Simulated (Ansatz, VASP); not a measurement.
**Two plane-wave programs on Ni**

```
CELL_PARAMETERS angstrom
2.44802 0.00000 0.00000
-1.22401 2.12005 0.00000
0.00000 0.00000 4.07281
ATOMIC_POSITIONS crystal
Ni 0.67277 0.33548 0.75541
Ni 0.34218 0.65836 0.24447
```

Change from the starting cell: atoms moved at random, drawn with an rms of 0.05 Å.

Alike in both runs: task single point; functional PBEsol; k mesh 12 × 12 × 7; occupations fermi-dirac, width 0.05 eV; collinear spin, ferromagnetic start.

|  | VASP | Ansatz |
| --- | --- | --- |
| version | VASP 6.6.1 | Ansatz 0.2.0 |
| potentials or method | VASP PAW PBE potentials, release 64 (Ni) | Ansatz PAW |
| plane-wave cutoff (eV) | 520 | 420 |
| valence electrons in the cell | 20 | 36 |

```tsv
	VASP	Ansatz	Ansatz less VASP
gap on the k mesh at the Fermi level (eV)	none	none	-
pressure (GPa)	-2.8	-2.7	+0.05
largest component of the traceless stress (GPa)	2.41	2.49	+0.075
rms of the force components (eV/Å)	0.232	0.235	+0.0026
net moment per atom (μB)	0.64	0.65	+0.017
size of the moment on the site where the two differ most (μB)	0.64	0.69	+0.046
```

Site moments also hang on the region over which each program counts them. Atom by atom the forces differ by 0.003 eV/Å (rms over components). A gap of «none» marks a metal or a gap that the smearing closes. The functional is the same, so the differences come from potentials, cutoffs and numerics. The two sets of potentials don't hold the same shells in valence.

Caveats: the PAW data sets were made with another functional, which shifts forces and pressure a little (VASP); the PAW data sets come from PBE, with cores solved anew for the run's functional, which leaves a small shift of forces and pressure (Ansatz).
